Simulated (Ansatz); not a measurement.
# Localised basis functions on generalised stacking fault on (110) of a KCl-RbCl solid solution (80 atoms), part 2 of 3

Aim: test how closely localised support functions follow the reference on generalised stacking fault on (110) of a KCl-RbCl solid solution (80 atoms), and at what cost. A setting counts as converged where the r.m.s. difference of forces stays under 1 % of the r.m.s. force.

Ansatz 0.2.0; Kohn-Sham DFT, PBE, PAW (set soft_2), plane waves.

The cell: 13 Rb, 40 Cl and 27 K. The host structure and its lattice constant were typed by rule, without a check against the phase diagram.

So far. Step 3 (Support functions low): Forces differ from the reference by 0.29 meV/Å r.m.s., 0.11 % of their size, well within a tolerance of 1 %; the energy by -0.21 meV/atom. It took 62 s and 15 cycles; the reference's time can't be set against it, since the two runs asked for unlike analyses. Step 4 (Support functions medium): Forces differ from the reference by 0.28 meV/Å r.m.s., 0.11 % of their size, well within a tolerance of 1 %; the energy by -0.21 meV/atom.

### 5. Support functions high

The cell is solved in localised support functions. The level high gives here a grid of 48×54×144 points and a radius of 5.21 Å.

This step: Kohn-Sham DFT, PBE, PAW (set soft_2), localised support functions (high) (Ansatz 0.2.0).

input.yaml

```yaml
crystal:
  lattice:
    - [7.3394, 0.0, 0.0]
    - [0.0, 10.37948, 0.0]
    - [1.52902, 0.0, 26.0487]
  atoms:
    [... the 80 atom lines of step 2 ...]
kpoints:
  mp_grid: { grid: [2, 1, 1] }
hamiltonian:
  xc: pbe
scf:
  occupations: { method: fermi_dirac, width: 0.05 }
  eigensolver: { kind: { support_functions: { accuracy: high } } }
  mixing: { beta: 0.2 }
  max_iter: 150
output:
  forces: true
  eigenvalues: true
```

Command:

```
$ ansatz run input.yaml --threads 8 --pin off --max-ram 15872MiB --backend cpu --events-out ev --progress --plain --runs-dir out
```

Numbers of over 12 decimals in the logs are rounded to 6 here.

The log of the run:

```text
[...]
Crystal: 80 atoms, lattice volume = 1984.368 Å³
Basis set: ecut = 420 eV, 38813 PW (Γ), exchange–correlation on 120×144×384 points (8 copies of the dense FFT grid, shifted against one another)
Bands: 384, of which v1, the nominal top of the filled ones, is band 320 counted from 1 (319 counted from 0)
Symmetry: 1 space group operations
k-points: 2
[...]
Eigensolver: Support functions (high, 48×54×144 points, laid for a spacing of at most 0.192795 Å, radius 5.213264 Å, 1 species' potentials softened for the grid, 3 wholly corrected for its errors in the mean over positions, 3 with the egg-box correction, energy correction by stochastic trace)
[...]
SCF iter   1: F=—  HF=-127325.757254 eV  |F-HF|=—  |Δ(HF+E_count)|=         —  Δρ=3.83e-2  dr2=4.74e1  ethr=1.00e-1
[...]
SCF iter  18: F=—  HF=-127320.255894 eV  |F-HF|=—  |Δ(HF+E_count)|=   7.86e-5  Δρ=5.02e-6  dr2=4.35e-7  ethr=4.84e-11  κ⁻¹=1.2e-5(r=7)
SCF iter  19: F=-127320.255964 eV  HF=-127320.255964 eV  |F-HF|=1.44e-8  |Δ(HF+E_count)|=   6.97e-5  Δρ=1.39e-6  dr2=4.16e-8  ethr=4.84e-11
SCF 1 converged in 19 iterations: F = -127320.257736 eV  dr2 = 4.16e-8
[...]
SCF converged after 19 iterations
[...]
Free energy (F): -127320.257736 eV
[...]
Internal energy: -127320.257736 eV  (E = F + TS)
E sigma→0 (E₀):  -127320.257736 eV
Fermi energy:    6.451943 eV
[...]
Σ components = -127320.257736   (vs F -127320.257736, Δ=0.00e0)
--- Forces (eV/Å), atoms counted from 1 ---
  atom   1  Rb     0.18741626    -0.02621281    -1.13043560
  atom   2  Cl    -0.26419325    -0.16637915     0.57400857
  atom   3  K      0.05813123     0.00200496    -0.84015263
  atom   4  Cl     0.01138211    -0.12003897     1.12468430
[...]
atom  80  Cl     0.06147887    -0.17185144    -0.60826934
  max |Σ_I F_I| component: 3.40e-5 eV/Å
--- Band table (eV) ---
[...]
```

The job ended after 4.3 min (8 threads of Arm Neoverse V2, shared host; peak memory 6.4 GiB; 34 min of CPU time).

Keys that differ from the reference: support_functions.accuracy = "high", scf.max_iter = 150 and scf.mixing.beta = 0.2.

Forces differ from the reference by 0.023 meV/Å r.m.s., 0.0091 % of their size, well within a tolerance of 1 %. It took 4.3 min and 19 cycles; the reference's time can't be set against it, since the two runs asked for unlike analyses.

### 6. Support functions medium, radius 3.48 Å

The radius confines each support function; a larger one gives more freedom and more work per atom.

This step: Kohn-Sham DFT, PBE, PAW (set soft_2), localised support functions (medium) (Ansatz 0.2.0).

input.yaml, the sections that differ from step 5:

```yaml
scf:
  occupations: { method: fermi_dirac, width: 0.05 }
  eigensolver: { kind: { support_functions: { accuracy: medium, radius: 3.48 } } }
  mixing: { beta: 0.2 }
  max_iter: 150
# crystal, kpoints, hamiltonian, output: as in step 5
```

The log of the run:

```text
Warning: scf.eigensolver.kind.support_functions: disabling space-group detection — the functions' gradient is summed over unrotated k-points, so no spatial operation reduces the k-mesh or symmetrises the density; time reversal is kept, so that k and −k are solved as one point where they differ and the mesh holds both, and exact exchange and, on two spinor components, a DFT+U term hold to it where the run has them: [...]
settings of this run that can trade accuracy for cost: scf.eigensolver.kind.support_functions [...]
Engine: ansatz 0.2.0, aarch64-unknown-linux-gnu
Pseudopotentials: kind: paw
Pseudopotential: Rb, paw, valence charge 9, recommended cutoff 420 eV (normal), Rb.paw.azcp
Pseudopotential: Cl, paw, valence charge 7, recommended cutoff 420 eV (normal), Cl.paw.azcp
Pseudopotential: K, paw, valence charge 9, recommended cutoff 420 eV (normal), K.paw.azcp
[... 5 lines on functional and potentials left out ...]
Error: SCF: the radius of support functions is under 4.14 Å, the least for these sites at the functions' level (scf.eigensolver.kind.support_functions.accuracy). Use scf.eigensolver.kind: auto, or type scf.eigensolver.kind.support_functions.radius at least as long, [...]
```

Wall time 1.1 s (8 threads); peak memory 0.34 GiB.

The program refuses radii under 4.14 Å for these atoms at this level.

### 7. Support functions medium, radius 3.83 Å

The radius confines each support function; a larger one gives more freedom and more work per atom.

input.yaml, the sections that differ from step 6:

```yaml
scf:
  occupations: { method: fermi_dirac, width: 0.05 }
  eigensolver: { kind: { support_functions: { accuracy: medium, radius: 3.83 } } }
  mixing: { beta: 0.2 }
  max_iter: 150
# crystal, kpoints, hamiltonian, output: as in step 6
```

The log of the run:

```text
Warning: scf.eigensolver.kind.support_functions: disabling space-group detection — the functions' gradient is summed over unrotated k-points, so no spatial operation reduces the k-mesh or symmetrises the density; time reversal is kept, so that k and −k are solved as one point where they differ and the mesh holds both, and exact exchange and, on two spinor components, a DFT+U term hold to it where the run has them: [...]
settings of this run that can trade accuracy for cost: scf.eigensolver.kind.support_functions [...]
Engine: ansatz 0.2.0, aarch64-unknown-linux-gnu
Pseudopotentials: kind: paw
Pseudopotential: Rb, paw, valence charge 9, recommended cutoff 420 eV (normal), Rb.paw.azcp
Pseudopotential: Cl, paw, valence charge 7, recommended cutoff 420 eV (normal), Cl.paw.azcp
Pseudopotential: K, paw, valence charge 9, recommended cutoff 420 eV (normal), K.paw.azcp
[... 5 lines on functional and potentials left out ...]
Error: SCF: the radius of support functions is under 4.14 Å, the least for these sites at the functions' level (scf.eigensolver.kind.support_functions.accuracy). Use scf.eigensolver.kind: auto, or type scf.eigensolver.kind.support_functions.radius at least as long, [...]
```

It took 1 s on 8 threads; peak memory 0.33 GiB.

The program refuses radii under 4.14 Å for these atoms at this level.

### 8. With accuracy = "medium"

Changed here: accuracy = "medium".

This step: Kohn-Sham DFT, PBE, PAW (set soft_2), plane waves (Ansatz 0.2.0).

input.yaml, the sections that differ from step 7:

```yaml
scf:
  occupations: { method: fermi_dirac, width: 0.05 }
output:
  forces: true
  stress: true
  populations: intrinsic
  dos:
    method: { smearing: { sigma: 0.08 } }
    de: 0.1
    projected: { site_lists: { Cl: [Cl], K: [K], Rb: [Rb] } }
  eigenvalues: true
accuracy: medium
# crystal, kpoints, hamiltonian: as in step 7
```

The log of the run:

```text
[...]
Crystal: 80 atoms, lattice volume = 1984.368 Å³
Basis set: ecut = 420 eV, 38813 PW (Γ), exchange–correlation on 100×144×360 points (8 copies of the dense FFT grid, shifted against one another)
Bands: 400, of which v1, the nominal top of the filled ones, is band 320 counted from 1 (319 counted from 0)
Symmetry: 1 space group operations
[...]
k-points: 2
[...]
SCF iter   1: F=—  HF=-127320.283781 eV  |F-HF|=—  |Δ(HF+E_count)|=         —  Δρ=4.00e-4  dr2=1.11e-2  ethr=1.77e-3  ⟨swp⟩=12.5  Hψ=4908  notcnv=0  defer=27
[...]
SCF iter   7: F=-127320.256563 eV  HF=-127320.256563 eV  |F-HF|=1.28e-9  |Δ(HF+E_count)|=   9.78e-9  Δρ=7.18e-7  dr2=8.89e-9  ethr=1.56e-11  ⟨swp⟩=14.0  Hψ=4433  notcnv=0
SCF 1 converged in 7 iterations: F = -127320.256563 eV  dr2 = 8.89e-9
[...]
SCF converged after 7 iterations
Free energy (F): -127320.256563 eV
[...]
Internal energy: -127320.256563 eV  (E = F + TS)
E sigma→0 (E₀):  -127320.256563 eV
Fermi energy:    6.452106 eV
[...]
--- Forces (eV/Å), atoms counted from 1 ---
  atom   1  Rb     0.18743084    -0.02620937    -1.13046375
  atom   2  Cl    -0.26417823    -0.16636307     0.57399660
  atom   3  K      0.05814821     0.00202470    -0.84010020
  atom   4  Cl     0.01134394    -0.12003528     1.12472824
  atom   5  K      0.11420351     0.03036943    -0.82683398
  atom   6  Cl    -0.16591079     0.20085913     0.67983596
  atom   7  K      0.09002341     0.02502499    -0.78787240
  atom   8  Cl    -0.03813687     0.14921213     0.68795651
  atom   9  K     -0.09706265    -0.01042583     0.93843183
  atom  10  Cl    -0.21611505     0.17116398     0.14774587
  atom  11  Rb    -0.14037690     0.00872611     1.33346381
  atom  12  Cl     0.17785069     0.15029794     0.15658147
  atom  13  K     -0.03035381     0.04873761    -0.00809394
  atom  14  Cl    -0.19992598     0.09062621    -0.08456989
[...]
atom  79  Rb    -0.02665100     0.02412393    -0.02023912
  atom  80  Cl     0.06147476    -0.17182298    -0.60825289
  max |Σ_I F_I| component: 1.02e-5 eV/Å
--- Stress (GPa, compression-positive) ---
        5.185787       0.007912      -0.202747
        0.007912       4.680353      -0.002790
       -0.202747      -0.002790       6.450625
  P = ⅓ Tr σ = 5.4389 GPa (54.389 kbar)
--- Band table (eV) ---
[...]
--- intrinsic populations: 80 sites ---
  site symbol       q [e]
     0     Rb      8.1951
     1     Cl      7.7729
     2      K      8.2397
[...]
79     Cl      7.7735
  spilling = 0.000000 (of n_electrons = 640.000000)
```

Wall time 38 s (8 threads); peak memory 6.8 GiB; 4.8 min of CPU time.

Forces differ from the reference by 0.001 meV/Å r.m.s., 3.0e-4 % of their size. The change had no effect here: energy, forces and cycles are those of the reference.

Runs without a result: support functions medium, radius 3.48 Å (error); support functions medium, radius 3.83 Å (error).

### 9. Cost against change

Differences are against the plane-wave reference (Kohn-Sham DFT, PBE, PAW (set soft_2), plane waves), whose r.m.s. force component is 0.255 eV/Å. Energies are set beside the reference only for runs with its functional, potentials and electron count. Times are for 8 threads of Arm Neoverse V2, shared host. The reference's time includes the DOS, ELF, the stress and grids, which some other runs skip.

```
                     run  Δ force, r.m.s. (meV/Å)  share of r.m.s. force (%)  Δ energy (meV/atom)  Δ pressure (GPa)  Δ gap (eV)  cycles     time  host memory (GiB)
               reference                        -                          -                    -                 -           -       7     41 s                6.8
   support functions low                    0.288                      0.113               -0.213                 -      2.0e-4      15     62 s                3.1
support functions medium                    0.284                      0.112               -0.213                 -     -2.0e-4      17     67 s                3.1
  support functions high                    0.023                     0.0091              -0.0147                 -     -3.0e-4      19  4.3 min                6.4
     accuracy = "medium"                    0.001                     3.0e-4                    0                 0           0       7     38 s                6.8
```

### 10. The reference in detail

With the settings judged, the reference run is read for its physics.

Neighbours are counted within 3.62 Å (Cl-K), 3.62 Å (Cl-Rb).

Length of the force by element and coordination:

| element | coordination | atoms | mean length of the force (eV/Å) | spread | least | most |
| --- | --- | --- | --- | --- | --- | --- |
| Cl | all | 40 | 0.354 | 0.279 | 0.123 | 1.46 |
| Cl | 7 | 8 | 0.835 | 0.288 | 0.549 | 1.46 |
| Cl | 8 | 32 | 0.234 | 0.0671 | 0.123 | 0.356 |
| K | all | 27 | 0.222 | 0.332 | 0.0073 | 0.944 |
| K | 7 | 6 | 0.84 | 0.0626 | 0.745 | 0.944 |
| K | 8 | 21 | 0.0455 | 0.0208 | 0.0073 | 0.089 |
| Rb | all | 13 | 0.235 | 0.432 | 0.0238 | 1.34 |
| Rb | 7 | 2 | 1.24 | 0.0973 | 1.15 | 1.34 |
| Rb | 8 | 11 | 0.0512 | 0.0175 | 0.0238 | 0.0768 |

Löwdin charges by element and coordination (they lack the spilled electrons, 0.035 e an atom on average):

```
element  coordination  atoms  mean charge (e)  spread   least    most
     Cl           all     40           -0.699  7.0e-4  -0.701  -0.698
     Cl             7      8           -0.699   0.001  -0.701  -0.698
     Cl             8     32           -0.699  6.0e-4  -0.701  -0.698
      K           all     27            0.756  0.0066   0.742   0.767
      K             7      6            0.761  0.0048   0.753   0.767
      K             8     21            0.754  0.0062   0.742   0.763
     Rb           all     13            0.797  0.0057   0.787   0.807
     Rb             7      2            0.805  0.0018   0.803   0.807
     Rb             8     11            0.796  0.0051   0.787   0.804
```

Density of states as counts of states in windows of 1 eV (from the Fermi level), total and the larger projections:

| from (eV) | to (eV) | total | Cl p | Cl s | Rb p | K p |
| --- | --- | --- | --- | --- | --- | --- |
| -18 | -17 | 0.0 | 0.0 | 0.0 | 0.0 | 0.0 |
| -17 | -16 | 0.4 | 0.0 | 0.3 | 0.0 | 0.1 |
| -16 | -15 | 78.6 | 0.2 | 66.0 | 0.8 | 6.6 |
| -15 | -14 | 84.6 | 0.7 | 3.1 | 0.2 | 80.5 |
| -14 | -13 | 78.3 | 0.4 | 4.9 | 0.1 | 72.8 |
| -13 | -12 | 0.0 | 0.0 | 0.0 | 0.0 | 0.0 |
| -12 | -11 | 50.1 | 1.2 | 0.7 | 47.8 | 0.2 |
| -11 | -10 | 27.9 | 0.5 | 0.4 | 26.8 | 0.1 |
| -10 | -6 | 0.0 | 0.0 | 0.0 | 0.0 | 0.0 |
| -6 | -5 | 0.2 | 0.2 | 0.0 | 0.0 | 0.0 |
| -5 | -4 | 74.6 | 69.0 | 0.2 | 0.6 | 0.6 |
| -4 | -3 | 138.3 | 133.0 | 0.3 | 1.2 | 0.7 |
| -3 | -2 | 26.9 | 26.5 | 0.0 | 0.1 | 0.0 |
| -2 | 2 | 0.0 | 0.0 | 0.0 | 0.0 | 0.0 |
| 2 | 3 | 1.0 | 0.0 | 0.2 | 0.0 | 0.0 |
| 3 | 4 | 15.4 | 0.2 | 0.5 | 0.0 | 0.0 |
| 4 | 5 | 61.2 | 1.4 | 1.5 | 0.1 | 0.1 |

The stored curve holds about 560 of the 640 electrons; the rest, give or take the few that broadening carries across the Fermi level, lie in deeper levels below its range.

The levels nearest the highest filled one (over half full), pooled over k-points and spins:

| level less the highest filled one (eV) | occupation |
| --- | --- |
| -0.104 | 2 |
| -0.0853 | 2 |
| -0.0408 | 2 |
| -0.04 | 2 |
| -0.0152 | 2 |
| 0 | 2 |
| 5.51 | 0 |
| 5.96 | 0 |
| 6.09 | 0 |
| 6.18 | 0 |
| 6.26 | 0 |
| 6.31 | 0 |

ELF in the ca plane at fractional y = 0.000, with atoms of Rb and Cl and K within 0.2 Å of it. It is the smooth field of the valence electrons, not physical close to the nuclei.

Values, 11 rows by 16 columns, each cell a mean:
```
0.76 0.38 0.08 0.06 0.61 0.44 0.63 0.15 0.29 0.26 0.83 0.61 0.30 0.63 0.23 0.68
0.75 0.21 0.61 0.45 0.49 0.68 0.58 0.20 0.27 0.30 0.78 0.72 0.05 0.10 0.16 0.79
0.09 0.36 0.81 0.80 0.24 0.59 0.24 0.73 0.82 0.26 0.67 0.41 0.43 0.68 0.22 0.76
0.14 0.40 0.69 0.75 0.30 0.03 0.24 0.78 0.66 0.50 0.05 0.11 0.79 0.77 0.56 0.21
0.78 0.27 0.79 0.78 0.22 0.52 0.21 0.79 0.80 0.43 0.10 0.12 0.80 0.61 0.68 0.03
0.48 0.45 0.24 0.24 0.51 0.73 0.51 0.42 0.64 0.21 0.75 0.41 0.56 0.83 0.41 0.35
0.68 0.41 0.25 0.17 0.59 0.40 0.66 0.06 0.09 0.31 0.77 0.72 0.11 0.28 0.16 0.81
0.60 0.25 0.80 0.70 0.33 0.82 0.42 0.49 0.61 0.23 0.82 0.63 0.18 0.34 0.17 0.80
0.03 0.44 0.69 0.77 0.26 0.21 0.19 0.81 0.80 0.38 0.29 0.17 0.67 0.84 0.39 0.52
0.33 0.33 0.80 0.81 0.23 0.16 0.22 0.78 0.66 0.52 0.01 0.14 0.81 0.59 0.67 0.05
0.83 0.27 0.61 0.55 0.35 0.81 0.33 0.69 0.83 0.28 0.39 0.18 0.73 0.80 0.59 0.08
```
Columns run along c (16.0 Å, from fractional 0.19 to 0.80 of the cell), rows up along a (7.3 Å). Atoms in or near the plane, at fractional coordinates: K at (0.20, 0.96), Cl at (0.30, 0.19), Rb at (0.20, 0.46), Cl at (0.30, 0.69), Rb at (0.40, 0.91), Cl at (0.50, 0.15), Rb at (0.40, 0.41), Cl at (0.50, 0.65), K at (0.60, 0.88), Cl at (0.70, 0.11), K at (0.60, 0.38), Cl at (0.70, 0.60), K at (0.80, 0.84), K at (0.80, 0.34).

[end of part 2 of 3]

[Logs are printed without paths, hosts, clocks, repeated set-up lines and the standing remarks that a program may print on its own settings, such as how far it seeks lower states.]

[Hosts, paths, dates, database ids (printed as entryN), source tags and the programs' standing remarks are cut or masked in the printed files.]
